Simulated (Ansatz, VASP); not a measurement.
# One calculation of GaSb, two programs

```xyz
2
Lattice="0.0000 3.0590 3.0590 3.0590 0.0000 3.0590 3.0590 3.0590 0.0000" Properties=species:S:1:pos:R:3 pbc="T T T"
Sb    4.5885    4.5885    4.5885
Ga    0.0000    0.0000    0.0000
```

Alike in both runs: task relaxation of cell and atoms; functional RPBE; dispersion D3(BJ); k mesh 8 × 8 × 8; occupations fermi-dirac, width 0.05 eV; no spin polarisation.

|  | VASP | Ansatz |
| --- | --- | --- |
| version | VASP 6.6.1 | Ansatz 0.2.0 |
| potentials or method | VASP PAW PBE potentials, release 64 (Sb, Ga_d) | Ansatz PAW |
| plane-wave cutoff (eV) | 600 | 420 |
| valence electrons in the cell | 18 | 28 |

```tsv
	VASP	Ansatz	Ansatz less VASP
gap on the k mesh at the Fermi level, each at its own relaxed structure (eV)	0.72	0.72	+0.006
relaxed volume (Å³/atom)	25.68	25.67	-0.009
relaxed cell length with the largest relative difference (Å)	4.172	4.172	-0.0005
energy change over the relaxation (meV/atom)	-57	-58	-1.1
```

The two sets of potentials don't hold the same shells in valence.

Caveats: spin-orbit coupling is left out, which moves the levels of the heavy elements; the volume moved by -10 % from the deposited cell, more than functionals usually miss; the PAW data sets were made with another functional, which shifts forces and pressure a little (VASP); the plane-wave basis is chosen anew once the cell has moved, so the energies of steps on either side of that aren't comparable (Ansatz); the PAW data sets come from PBE, with cores solved anew for the run's functional, which leaves a small shift of forces and pressure (Ansatz). A hybrid or GW would open this gap; RPBE tends to underestimate it. A k mesh can miss the band edges.
